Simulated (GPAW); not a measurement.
Crystal: FeO (Wuestite).

```
Fe O
1.0
     0.00000    2.15540    2.15540
     2.15540    0.00000    2.15540
     2.15540    2.15540    0.00000
Fe O
1 1
Direct
  0.00000 0.00000 0.00000
  0.50000 0.50000 0.50000
```

```yaml
Program: GPAW 26.7.0
Task: single point
Functional: PBE
Potentials_or_basis: GPAW PAW data sets (gpaw-data 1.2.1)
Cutoff: 800 eV
Basis: pw
k_mesh: 11 × 11 × 11
Occupations: fermi-dirac, width 0.05 eV
Spin: collinear spin, ferromagnetic start
Starting_moments: "[3.0, 0.0] μB"
```

On this cell: pressure 0.8 GPa; largest force zero by symmetry; net moment 4.00 μB per cell; site moments Fe +3.55; O +0.24 μB; band gap on the k mesh none (metal or under the smearing width).

The same run follows on a disturbed copy (atoms moved at random, drawn with an rms of 0.05 Å):

```xyz
2
Lattice="0.0000 2.1554 2.1554 2.1554 0.0000 2.1554 2.1554 2.1554 0.0000" Properties=species:S:1:pos:R:3 pbc="T T T"
Fe    0.0449    0.0680    0.0221
O     2.1631    2.1655    2.2137
```

What does the disturbed cell give?

The energy (extrapolated to zero smearing) moves by +5.0 meV/atom; pressure 1.4 GPa; largest force 0.261 eV/Å; net moment 4.00 μB per cell; site moments Fe +3.54; O +0.24 μB; band gap on the k mesh none (metal or under the smearing width).

Forces on the atoms (eV/Å):
```
Fe  -0.123 -0.197  0.120
O    0.123  0.197 -0.120
```

Stress tensor (GPa, compression positive):
```
 1.17 -0.18  0.11
-0.18  1.79  0.18
 0.11  0.18  1.15
```

Caveats: a cell with one magnetic atom can't hold antiferromagnetic order, which such compounds often take; semilocal functionals often make such compounds metallic where correlation or magnetic order opens a gap, which also shifts bond lengths.
